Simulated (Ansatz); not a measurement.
## Property card for ZnInGaO4

Theory: Ansatz, DFT PBEsol, scalar-relativistic, plane waves, PAW.

Settings: cutoff 420 eV, Γ-centred mesh 12×12×12 on the computed 7-atom cell, Gaussian smearing of 0.02 eV; no spin polarisation.

The structure is relaxed at this level of theory with its symmetry kept. Whether it is the stable form of this composition wasn't checked.

```cif
data_structure
_symmetry_space_group_name_H-M 'R3m:H'
_symmetry_Int_Tables_number 160
_cell_length_a 3.3149
_cell_length_b 3.3149
_cell_length_c 25.7488
_cell_angle_alpha 90.000
_cell_angle_beta 90.000
_cell_angle_gamma 120.000
_cell_volume 245.04
loop_
_atom_site_label
_atom_site_type_symbol
_atom_site_symmetry_multiplicity
_atom_site_Wyckoff_symbol
_atom_site_fract_x
_atom_site_fract_y
_atom_site_fract_z
_atom_site_occupancy
Zn1 Zn 3 a 0.66667 0.33333 0.11465 1
In1 In 3 a 0.66667 0.33333 0.33040 1
Ga1 Ga 3 a 0.00000 0.00000 0.21286 1
O1 O 3 a 0.66667 0.33333 0.03824 1
O2 O 3 a 0.00000 0.00000 0.28876 1
O3 O 3 a 0.66667 0.33333 0.21216 1
O4 O 3 a 0.00000 0.00000 0.13626 1
```

| Property | Result |
| --- | --- |
| Space group | R3m (No. 160) |
| Volume per atom | 11.67 Å³ |
| Formation energy from the elements' standard states (uncorrected) | -1.705 eV/atom |
| Kohn–Sham band gap | 1.17 eV, direct at Γ |
| Löwdin character of the top 1 eV of the valence band | O 2p 84 %, Zn 3d 11 % |
| Löwdin character of the lowest 1 eV of the conduction band | O 2s 26 %, In 5s 18 %, Ga 4s 17 %, O 2p 17 %, Zn 4s 13 % |
| Electron masses at the edge by Cartesian direction of the computed cell, whose vectors are (1.657, 0.957, 8.583), (-1.657, 0.957, 8.583), (0.000, -1.914, 8.583) Å (m_e; degenerate bands sorted by energy; no spin-orbit coupling) | x: 0.19; y: 0.19; z: 0.18 |
| Hole masses at the edge by Cartesian direction of the computed cell, whose vectors are (1.657, 0.957, 8.583), (-1.657, 0.957, 8.583), (0.000, -1.914, 8.583) Å (m_e; degenerate bands sorted by energy; no spin-orbit coupling) | x: 2.1, 0.40; y: 2.1, 0.40; z: over 30, over 30 |
| Bulk modulus | 171 GPa |
| Its pressure derivative | 4.5 |
| Bader charges (e) | Zn (1 in the cell) 1.24, In (1 in the cell) 1.83, Ga (1 in the cell) 1.86, O (1 in the cell) -1.21, O (1 in the cell) -1.23, O (1 in the cell) -1.27, O (1 in the cell) -1.22 |